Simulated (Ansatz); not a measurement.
**Mg2Sn: the cell at several levels of theory**

One table from this session's results is given with a row withheld; the runs are named, their logs left out.

Program: Ansatz 0.2.0. PAW datasets, plane waves, zero pressure. The values are computed, spin-unpolarised, and not measurements.

## The system as given

It is cubic, Fm-3m (No. 225); conventional cell a = 6.584 Å, 23.79 Å³ an atom. Around Sn lie 8 Mg at 2.85 Å; around Mg lie 4 Sn at 2.85 Å.

As a file:

```
Sn Mg
1.0
     0.00000    3.29224    3.29224
     3.29224    0.00000    3.29224
     3.29224    3.29224    0.00000
Sn Mg
1 2
Direct
  0.00000 0.00000 0.00000
  0.25000 0.25000 0.25000
  0.75000 0.75000 0.75000
```

The first run:

File input.yaml:

```yaml
crystal:
  lattice:
    - [0.0, 3.292235987, 3.292235987]
    - [3.292235987, 0.0, 3.292235987]
    - [3.292235987, 3.292235987, 0.0]
  atoms:
    - { symbol: Sn, position: [0.0, 0.0, 0.0] }
    - { symbol: Mg, position: [0.25, 0.25, 0.25] }
    - { symbol: Mg, position: [0.75, 0.75, 0.75] }
kpoints:
  mp_grid: { grid: [6, 6, 6] }
hamiltonian:
  xc: pbe
scf:
  occupations: { method: fermi_dirac, width: 0.02 }
relax:
  f_tol: 0.005
  cell: {}
```

Command:

```
$ ansatz run input.yaml --threads 4 --pin off --max-ram 7372MiB --backend cpu --events-out ev --progress --plain --runs-dir out
```

Steps of the session up to this table: Relaxing with PBE; r2SCAN: cell and atoms; PBEsol: cell and atoms; Relaxing with LDA; Relaxation with HSE06.

One table of the session follows, with a row left open; its other results are not shown here.

```
 level  a (Å)  volume (Å³/atom)
   PBE  6.815            26.372
r2SCAN  6.760            25.742
PBEsol      ?                 ?
   LDA  6.665            24.669
 HSE06  6.763            25.776
```

Estimate the missing values for PBEsol.

**Answer.** a (Å): 6.746; volume (Å³/atom): 25.585. In the column «a (Å)» it lies between LDA (6.665) and r2SCAN (6.760).

From the start to the first minimum the volume moved by +10.9 %. LDA gives the smallest cell and PBE the largest; they differ by 6.9 % in volume, a mean of 2.3 % in length. The meshes differ: PBE 6×6×6, r2SCAN 6×6×6, PBEsol 6×6×6, LDA 6×6×6, HSE06 4×4×4.
